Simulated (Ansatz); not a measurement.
Calculated ⁹⁵Mo NMR of the central transition for MoS₂ at a changed volume

Cell: a structure deposited in the COD, relaxed with PBE at fixed cell and then changed (volume scaled by 1.04, ions relaxed).

```xyz
3
Lattice="1.6023 0.9251 6.2039 -1.6023 0.9251 6.2039 0.0000 -1.8502 6.2039" Properties=species:S:1:pos:R:3 pbc="T T T"
Mo    0.0000    0.0000    0.0000
S     0.0000    0.0000    4.6534
S     0.0000    0.0000    7.7551
```

Atom numbers follow the list; atoms alike are taken as one site, whose name carries the number of the first.

All values are calculated (Ansatz; DFT, PBE, plane waves and PAW, scalar-relativistic, collinear spin, 420 eV cutoff, Γ-centred 16×16×16 k-points, Fermi–Dirac smearing 0.02 eV), not measured. Start moments as typed (μB): 2 on each Mo, none on the rest.

⁹⁵Mo has I = 5/2 and Q = -22.00 mb (Pyykkö 2018); at 7.05 T its Larmor frequency is ν₀ = 19.7 MHz (from the bare nuclear moment; shielding lowers the observed one by a per cent or two). Only the quadrupole interaction is simulated: positions count from each site's isotropic chemical shift, and J coupling is left out, as are shift anisotropy and dipolar coupling, which fast spinning averages.

Task: Give C_Q, η, the quadrupolar product P_Q = |C_Q|(1 + η²/3)^½, the second-order isotropic shift and the breadth of the pattern (fast magic-angle spinning) for each Mo site.

Result: 

```
site    first shell  C_Q (MHz)     η  P_Q (MHz)  δ_QIS (ppm)  breadth (kHz)
  Mo  6 S at 2.41 Å       4.20  0.00       4.20         -274           11.5
```

δ_QIS = −(ν_Q²/30ν₀²)[I(I+1) − 3/4](1 + η²/3) × 10⁶ ppm with ν_Q = 3|C_Q|/[2I(2I−1)]; it falls as 1/B₀² in ppm, and the breadth as 1/B₀ in kHz.

An axis of threefold or higher order runs through Mo, so V_zz lies along it and η is zero.

Without spin–orbit coupling (the program notes it for Mo) the gradients can shift somewhat, as the gap is small. The start moments die out, and the run ends without spin.

The relaxation (4 steps) took 3.2 min of wall time (3.2 min of CPU time) and 1.3 GiB at its peak, on 1 thread of Intel Xeon Platinum 8488C (Sapphire Rapids) (x86_64; 16 cores open to the job, memory cap 3.0 GiB, no GPU), a shared host with a load of 0.5 a core.
